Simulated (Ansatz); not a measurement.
# Nb(100) with 4 layers of random Nb-Li, 2x2: scattering by chemical disorder, part 2 of 2

Aim: the residual resistivity of a random alloy, from Nb(100) with 4 layers of random Nb-Li, 2x2 and longer regions.

Ansatz 0.2.0; Ansatz plane-wave DFT, PBE, PAW files; ballistic transport by layer matching (Landauer), zero bias; PAW set soft_1.

So far. Step 3 (With 8 alloy layers): Over the solved energies the transmission per spin lies between 3.03 and 3.19, out of 10.8 channels of the lead on average (up to 11.4).

## Step 4: With 12 alloy layers

In 12 layers a share of 0.25 of the sites is given to Li at random. A fresh draw is used; the growth of the resistance with length is what counts.

System of this step: Nb(100) with 12 layers of random Nb-Li, 2x2. The cell holds 88 atoms: 76 Nb and 12 Li. Its edges and angles: a = 6.613 Å, b = 6.613 Å, c = 36.369 Å, α = 90.0°, β = 90.0°, γ = 90.0°. It derives from Nb. Regions: lead, 40 atoms (40 Nb); scattering region, 48 atoms (36 Nb and 12 Li). The structure is stacked along c, and the current runs across the ab planes.

File input.yaml:

```yaml
crystal:
  lattice:
    - [6.6126, 0.0, 0.0]
    - [0.0, 6.6126, 0.0]
    - [0.0, 0.0, 36.3693]
  atoms:
    - { symbol: Nb, position: [0.0, 0.0, 0.0227272727] }
    - { symbol: Nb, position: [0.0, 0.5, 0.0227272727] }
    - { symbol: Nb, position: [0.5, 0.0, 0.0227272727] }
    - { symbol: Nb, position: [0.5, 0.5, 0.0227272727] }
    - { symbol: Nb, position: [0.25, 0.25, 0.0681818182] }
    - { symbol: Nb, position: [0.25, 0.75, 0.0681818182] }
    - { symbol: Nb, position: [0.75, 0.25, 0.0681818182] }
    - { symbol: Nb, position: [0.75, 0.75, 0.0681818182] }
    - { symbol: Nb, position: [0.0, 0.0, 0.1136363636] }
    - { symbol: Nb, position: [0.0, 0.5, 0.1136363636] }
    - { symbol: Nb, position: [0.5, 0.0, 0.1136363636] }
    - { symbol: Nb, position: [0.5, 0.5, 0.1136363636] }
    - { symbol: Nb, position: [0.25, 0.25, 0.1590909091] }
    - { symbol: Nb, position: [0.25, 0.75, 0.1590909091] }
    - { symbol: Nb, position: [0.75, 0.25, 0.1590909091] }
    - { symbol: Nb, position: [0.75, 0.75, 0.1590909091] }
    - { symbol: Nb, position: [0.0, 0.0, 0.2045454545] }
    - { symbol: Nb, position: [0.0, 0.5, 0.2045454545] }
    - { symbol: Nb, position: [0.5, 0.0, 0.2045454545] }
    - { symbol: Nb, position: [0.5, 0.5, 0.2045454545] }
    - { symbol: Nb, position: [0.25, 0.25, 0.25] }
    - { symbol: Nb, position: [0.25, 0.75, 0.25] }
    - { symbol: Nb, position: [0.75, 0.25, 0.25] }
    - { symbol: Nb, position: [0.75, 0.75, 0.25] }
    - { symbol: Nb, position: [0.0, 0.0, 0.2954545455] }
    - { symbol: Nb, position: [0.0, 0.5, 0.2954545455] }
    - { symbol: Li, position: [0.5, 0.0, 0.2954545455] }
    - { symbol: Nb, position: [0.5, 0.5, 0.2954545455] }
    - { symbol: Li, position: [0.25, 0.25, 0.3409090909] }
    - { symbol: Li, position: [0.25, 0.75, 0.3409090909] }
    - { symbol: Nb, position: [0.75, 0.25, 0.3409090909] }
    - { symbol: Nb, position: [0.75, 0.75, 0.3409090909] }
    - { symbol: Nb, position: [0.0, 0.0, 0.3863636364] }
    - { symbol: Li, position: [0.0, 0.5, 0.3863636364] }
    - { symbol: Nb, position: [0.5, 0.0, 0.3863636364] }
    - { symbol: Nb, position: [0.5, 0.5, 0.3863636364] }
    - { symbol: Li, position: [0.25, 0.25, 0.4318181818] }
    - { symbol: Nb, position: [0.25, 0.75, 0.4318181818] }
    - { symbol: Li, position: [0.75, 0.25, 0.4318181818] }
    - { symbol: Nb, position: [0.75, 0.75, 0.4318181818] }
    - { symbol: Nb, position: [0.0, 0.0, 0.4772727273] }
    - { symbol: Nb, position: [0.0, 0.5, 0.4772727273] }
    - { symbol: Li, position: [0.5, 0.0, 0.4772727273] }
    - { symbol: Nb, position: [0.5, 0.5, 0.4772727273] }
    - { symbol: Nb, position: [0.25, 0.25, 0.5227272727] }
    - { symbol: Nb, position: [0.25, 0.75, 0.5227272727] }
    - { symbol: Nb, position: [0.75, 0.25, 0.5227272727] }
    - { symbol: Nb, position: [0.75, 0.75, 0.5227272727] }
    - { symbol: Nb, position: [0.0, 0.0, 0.5681818182] }
    - { symbol: Nb, position: [0.0, 0.5, 0.5681818182] }
    - { symbol: Nb, position: [0.5, 0.0, 0.5681818182] }
    - { symbol: Nb, position: [0.5, 0.5, 0.5681818182] }
    - { symbol: Li, position: [0.25, 0.25, 0.6136363636] }
    - { symbol: Nb, position: [0.25, 0.75, 0.6136363636] }
    - { symbol: Li, position: [0.75, 0.25, 0.6136363636] }
    - { symbol: Nb, position: [0.75, 0.75, 0.6136363636] }
    - { symbol: Nb, position: [0.0, 0.0, 0.6590909091] }
    - { symbol: Li, position: [0.0, 0.5, 0.6590909091] }
    - { symbol: Nb, position: [0.5, 0.0, 0.6590909091] }
    - { symbol: Li, position: [0.5, 0.5, 0.6590909091] }
    - { symbol: Nb, position: [0.25, 0.25, 0.7045454545] }
    - { symbol: Nb, position: [0.25, 0.75, 0.7045454545] }
    - { symbol: Nb, position: [0.75, 0.25, 0.7045454545] }
    - { symbol: Li, position: [0.75, 0.75, 0.7045454545] }
    - { symbol: Nb, position: [0.0, 0.0, 0.75] }
    - { symbol: Nb, position: [0.0, 0.5, 0.75] }
    - { symbol: Nb, position: [0.5, 0.0, 0.75] }
    - { symbol: Nb, position: [0.5, 0.5, 0.75] }
    - { symbol: Nb, position: [0.25, 0.25, 0.7954545455] }
    - { symbol: Nb, position: [0.25, 0.75, 0.7954545455] }
    - { symbol: Nb, position: [0.75, 0.25, 0.7954545455] }
    - { symbol: Nb, position: [0.75, 0.75, 0.7954545455] }
    - { symbol: Nb, position: [0.0, 0.0, 0.8409090909] }
    - { symbol: Nb, position: [0.0, 0.5, 0.8409090909] }
    - { symbol: Nb, position: [0.5, 0.0, 0.8409090909] }
    - { symbol: Nb, position: [0.5, 0.5, 0.8409090909] }
    - { symbol: Nb, position: [0.25, 0.25, 0.8863636364] }
    - { symbol: Nb, position: [0.25, 0.75, 0.8863636364] }
    - { symbol: Nb, position: [0.75, 0.25, 0.8863636364] }
    - { symbol: Nb, position: [0.75, 0.75, 0.8863636364] }
    - { symbol: Nb, position: [0.0, 0.0, 0.9318181818] }
    - { symbol: Nb, position: [0.0, 0.5, 0.9318181818] }
    - { symbol: Nb, position: [0.5, 0.0, 0.9318181818] }
    - { symbol: Nb, position: [0.5, 0.5, 0.9318181818] }
    - { symbol: Nb, position: [0.25, 0.25, 0.9772727273] }
    - { symbol: Nb, position: [0.25, 0.75, 0.9772727273] }
    - { symbol: Nb, position: [0.75, 0.25, 0.9772727273] }
    - { symbol: Nb, position: [0.75, 0.75, 0.9772727273] }
kpoints:
  mp_grid: { grid: [4, 4, 1] }
hamiltonian:
  xc: pbe
  pseudopotentials: { kind: paw, azcp: { folder: soft_1 } }
scf:
  occupations: { method: fermi_dirac, width: 0.1 }
output:
  transmission: { leads: [[0, 4]], kmesh: [8, 8], e_range: [-0.05, 0.05], de: 0.05 }
  write_potential: true
  write_density: true
  volumetric_format: npy
```

The run is started by

```console
$ ansatz run input.yaml --threads 4 --pin off --max-ram 15360MiB --backend cpu --events-out ev --progress --plain --runs-dir out
```

Numbers of over 12 decimals in the logs are rounded to 6 here.

What it wrote:

```text
[...]
Crystal: 88 atoms, lattice volume = 1590.301 Å³
Basis set: ecut = 420 eV, 31009 PW (Γ)
Bands: 615, of which v1, the nominal top of the filled ones, is band 512 counted from 1 (511 counted from 0)
Symmetry: 1 space group operations
[...]
k-points: 10 of 16 (time reversal used)
[...]
SCF iter   1: F=—  HF=-348464.047356 eV  |F-HF|=—  |Δ(HF+E_count)|=         —  Δρ=7.71e-2  dr2=2.87e2  ethr=3.10e-3  ⟨swp⟩=6.8  Hψ=25896  notcnv=0  defer=11
[...]
SCF iter  10: F=-348421.262834 eV  HF=-348421.262834 eV  |F-HF|=1.68e-8  |Δ(HF+E_count)|=   7.97e-9  Δρ=6.02e-7  dr2=2.27e-8  ethr=9.77e-12  ⟨swp⟩=10.0  Hψ=16551  notcnv=0
SCF 1 converged in 10 iterations: F = -348421.262834 eV  dr2 = 2.27e-8
[...]
transmission: 228 of 2278 steps passed
transmission: 456 of 2278 steps passed
[...]
transmission: 2278 of 2278 steps passed
SCF converged after 10 iterations
Free energy (F): -348421.262834 eV
[...]
Internal energy: -348417.640485 eV  (E = F + TS)
E sigma→0 (E₀):  -348419.451659 eV
Entropy (-TS):   -3.622350 eV (-41.163 meV/atom)
Fermi energy:    15.477239 eV
[...]
--- Band table (eV; the first three rows and the last of 10) ---
  k-point 0: bands = [... 508 lower, 15.8609, 15.8823, 15.8947, 15.9252, 15.9414, 15.9630, 15.9668, 15.9911, ... 99 higher]
  k-point 1: bands = [... 508 lower, 15.6597, 15.7016, 15.7225, 15.7359, 15.7628, 15.7811, 15.8007, 15.8109, ... 99 higher]
  k-point 2: bands = [... 508 lower, 15.4134, 15.4168, 15.4188, 15.4229, 15.4436, 15.4732, 15.4875, 15.4971, ... 99 higher]
  k-point 9: bands = [... 508 lower, 14.8898, 14.9227, 14.9311, 14.9525, 14.9602, 14.9759, 14.9891, 15.0069, ... 99 higher]
--- Transmission ---
  basis      : 385 plane waves across, 67 finite elements along
  points     : 34, standing for a mesh of 8 x 8
[...]
channels       : 1.060938e1 a spin
[...]
junction   : crystal 0 to crystal 0, 0.70 to 35.41 Å
    transmission   : 2.547573e0 a spin
[...]
```

The job ended after 18 min (4 threads of AMD EPYC 9R14 (Zen 4), shared host; peak memory 8.2 GiB).

This step gave:

* free energy: -348421.2628 eV
* energy at zero smearing: -348419.4517 eV
* Fermi energy: 15.48 eV
* transmission per spin nearest the Fermi level: 2.548
* open channels per spin nearest the Fermi level: 10.61
* step of the lead's potential: 4.5 meV

Per spin. Transmission, zone mean against energy, zero at the Fermi level:

| energy (eV) | transmission, zone mean |
| --- | --- |
| -0.0500 | 2.68 |
| 0.0000 | 2.55 |
| 0.0500 | 2.48 |

Over the solved energies the transmission per spin lies between 2.48 and 2.68, out of 10.7 channels of the lead on average (up to 11.4).

## Step 5: The fit

This step: Ansatz plane-wave DFT, PBE, PAW files; ballistic transport by layer matching (Landauer), zero bias; residual resistivity from the slope of the area resistance, atoms on the host's lattice; PAW set soft_1 (Ansatz 0.2.0).

This step gave:

- resistivity: 64.71 µΩ cm
- intercept: 0.4061 fΩ m²
- scatter about the fit: 0.02626 fΩ m²

Resistance, by row:

```csv
run,length (Å),T,channels N,RA (fΩ m²)
n4,6.613,4.233,10.9,0.8155
n8,13.23,3.096,10.78,1.299
n12,19.84,2.569,10.73,1.671
```

Area resistance against length of the alloy:

```csv
length of the alloy (Å),area resistance (fΩ m²)
6.61,0.815
13.23,1.30
19.84,1.67
```

The area resistance goes from 0.82 to 1.7 fΩ m² between 6.6 and 19.8 Å, a slope of 65 µΩ cm.

By hand from the end points: (1.671 − 0.8155) fΩ m² / (19.84 − 6.61) Å = 65 µΩ cm, since 1 fΩ m² per Å is 1000 µΩ cm.

## Step 6: Summary of results

```yaml
resistivity_from_the_slope: 64.7 µΩ cm
area_resistance_over_6p61_a: 0.815 fΩ m²
area_resistance_over_13p2_a: 1.30 fΩ m²
area_resistance_over_19p8_a: 1.67 fΩ m²
```

What this shows: The slope gives 65 µΩ cm. The points scatter by 0.026 fΩ m² about the line, with one random draw a length in a 2x2 cell, so the slope is a rough value. The lead's own channel count moves between the runs (10.9, 10.8 and 10.7), which shifts RA and the slope too. Read with a model of isotropic scattering on a spherical Fermi surface and the lead's 1.9×10¹⁵ S/m², this slope means a mean free path near 6.0 Å; over these lengths the model's slope is within 3 % of its bulk resistivity. The atoms sit on the host's lattice, so scattering by size misfit is left out.

[Logs are printed without paths, hosts, clocks, repeated set-up lines and the standing remarks that a program may print on its own settings, such as how far it seeks lower states.]

[Hosts, paths, dates, database ids (printed as entryN), source tags and the programs' standing remarks are cut or masked in the printed files.]
